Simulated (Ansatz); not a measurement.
## Response of InP to small distortions

```xyz
2
Lattice="0.0000 2.8550 2.8550 2.8550 0.0000 2.8550 2.8550 2.8550 0.0000" Properties=species:S:1:pos:R:3 pbc="T T T"
In    0.0000    0.0000    0.0000
P     2.8550    2.8550    2.8550
```

Atoms are numbered in the order listed.

The cell comes from COD entry 1538565, which wasn't checked; take it as a given geometry.

No spin–orbit coupling, which matters for the heavy atoms here.

All numbers below come from Ansatz 0.2.0, DFT, PBE, all-electron LAPW, scalar-relativistic.

Sampling and basis: a Γ-centred 11×11×11 k mesh, Fermi–Dirac smearing of 0.03 eV, basis error target 0.25 meV/atom, no spin polarisation.

The unchanged cell is at -5.36 GPa.

In a metal, stresses and small energies carry noise from the k mesh.

x, y and z are the Cartesian axes of the cell as listed; fractional coordinates follow a strain, and an engineering shear is twice the off-diagonal strain component.

One change gave: energy change under 1 meV/atom; stress change (xx, yy, zz, yz, xz, xy) 0.01, 0.01, 0.01, 0.28, 0.28, 0.28 GPa, compression positive. Which change was it?
A. equal xy, yz and zx engineering shear strains of -1 %
B. equal xy, yz and zx engineering shear strains of +2 %
C. equal xy, yz and zx engineering shear strains of -2 %
D. equal xy, yz and zx engineering shear strains of -3 %
E. equal xy, yz and zx engineering shear strains of +1 %
F. equal xy, yz and zx engineering shear strains of +3 %

A. For equal xy, yz and zx engineering shear strains of -2 %: energy change +2 meV/atom; stress change (xx, yy, zz, yz, xz, xy) 0.03, 0.03, 0.03, 0.55, 0.55, 0.55 GPa, compression positive. For equal xy, yz and zx engineering shear strains of +1 %: energy change under 1 meV/atom; stress change (xx, yy, zz, yz, xz, xy) 0.01, 0.01, 0.01, -0.29, -0.29, -0.29 GPa, compression positive. For equal xy, yz and zx engineering shear strains of +3 %: energy change +5 meV/atom; stress change (xx, yy, zz, yz, xz, xy) 0.07, 0.07, 0.07, -0.93, -0.93, -0.93 GPa, compression positive. For equal xy, yz and zx engineering shear strains of -3 %: energy change +5 meV/atom; stress change (xx, yy, zz, yz, xz, xy) 0.06, 0.06, 0.06, 0.79, 0.79, 0.79 GPa, compression positive. For equal xy, yz and zx engineering shear strains of +2 %: energy change +2 meV/atom; stress change (xx, yy, zz, yz, xz, xy) 0.03, 0.03, 0.03, -0.61, -0.61, -0.61 GPa, compression positive.
